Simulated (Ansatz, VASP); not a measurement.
# One calculation of LiF, two programs

```xyz
24
Lattice="5.6574 0.0000 0.0000 -2.8287 4.8995 0.0000 0.0000 0.0000 21.7741" Properties=species:S:1:pos:R:3 pbc="T T T"
F     0.0000    1.6332    8.0000
F    -1.4144    4.0829    8.0000
F     2.8287    1.6332    8.0000
F     1.4144    4.0829    8.0000
F     1.4144    2.4497   10.3096
F     2.8287    0.0000   10.3096
F    -1.4144    2.4497   10.3096
F     0.0000    0.0000   10.3096
F     2.8287    3.2663   12.7232
F     4.2431    0.8166   12.7232
F     0.0000    3.2663   12.7232
F     1.4144    0.8166   12.7232
Li    1.4144    0.8166    9.1548
Li    0.0000    3.2663    9.1548
Li    4.2431    0.8166    9.1548
Li    2.8287    3.2663    9.1548
Li    2.8287    1.6332   11.1857
Li    1.4144    4.0829   11.1857
Li    0.0000    1.6332   11.1857
Li   -1.4144    4.0829   11.1857
Li   -1.4144    2.4497   13.5743
Li    0.0000    0.0000   13.5743
Li    1.4144    2.4497   13.5743
Li    2.8287    0.0000   13.5743
```

Alike in both runs: functional PBE; dispersion D3(BJ); k mesh 3 × 3 × 1; occupations gaussian, width 0.05 eV; no spin polarisation.

Ansatz relaxed the structure, and its values are those at the end. VASP's run is a single point on that final structure, the one shown.

```csv
,VASP,Ansatz
version,VASP 6.6.1,Ansatz 0.2.0
potentials or method,"VASP PAW PBE potentials, release 64 (F, Li_sv)","scalar-relativistic, plane waves, PAW"
plane-wave cutoff (eV),520,420
valence electrons in the cell,120,120
```

Ansatz gave:

| Item | Value |
| --- | --- |
| gap on the k mesh at the Fermi level (eV) | none |
| rms of the force components (eV/Å) | 0.762 |

Which values does VASP return?

gap on the k mesh at the Fermi level (eV): none; rms of the force components (eV/Å): 0.758.

A gap of «none» marks a metal or a gap that the smearing closes. Ansatz warned: «xc_potential_rough_in_thin_density».

Caveats: the k mesh is coarse (spacing up to 0.43 Å⁻¹), so the values aren't converged.
